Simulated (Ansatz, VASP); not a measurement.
As in VASP and in Ansatz

File INCAR:

```
SYSTEM = As
PREC = Accurate
ENCUT = 520
EDIFF = 1E-6
ISMEAR = -1
SIGMA = 0.1
LREAL = .FALSE.
LASPH = .TRUE.
NELM = 80
ALGO = Normal
ISIF = 2
LWAVE = .FALSE.
LCHARG = .TRUE.
GGA = PS
LELF = .TRUE.
LVHAR = .TRUE.
NBANDS = 8
```

File KPOINTS:

```
regular mesh
0
G
  15 15 15
  0 0 0
```

POSCAR

```
As
1.0
    0.0000000000      2.0095708937      2.0095708937
    2.0095708937      0.0000000000      2.0095708937
    2.0095708937      2.0095708937      0.0000000000
As
1
Direct
    0.0000000000      0.0000000000      0.0000000000
```

Input for Ansatz:

```yaml
crystal:
  lattice:
    - [0.0, 2.0095708937, 2.0095708937]
    - [2.0095708937, 0.0, 2.0095708937]
    - [2.0095708937, 2.0095708937, 0.0]
  atoms:
    - { symbol: As, position: [0.0, 0.0, 0.0] }
hamiltonian:
  xc: pbesol
  pseudopotentials:
    kind: paw
    azcp:
      As: "pseudopotentials/As.paw.azcp"
basis:
  ecutwfc: 420
  fft_grid_basis: typed
kpoints:
  mp_grid: { grid: [15, 15, 15], shift: [0, 0, 0] }
magnetization:
  spin_polarized: false
scf:
  occupations: { method: fermi_dirac, width: 0.1 }
  lower_state_search: "off"
output:
  stress: true
```

Alike in both runs: task single point; functional PBEsol; k mesh 15 × 15 × 15; occupations fermi-dirac, width 0.1 eV; no spin polarisation.

```csv
,VASP,Ansatz
version,VASP 6.6.1,Ansatz 0.2.0
potentials or method,"VASP PAW PBE potentials, release 64 (As)","plane waves (420 eV) with PAW, scalar-relativistic"
plane-wave cutoff (eV),520,420
valence electrons in the cell,5,15
```

Ansatz gave:

| Quantity | Value |
| --- | --- |
| pressure (GPa) | 15.1 |

What did VASP give for the same quantities?

Pressure (GPa): 15.6.

The two sets of potentials don't hold the same shells in valence. Ansatz warned: «pseudo_functional_mismatch».

Caveats: so large a pressure means that the cell lies far from this level's equilibrium, or that cutoff or potentials fall short (VASP); the potentials were made for another functional, which shifts forces and pressure (VASP).
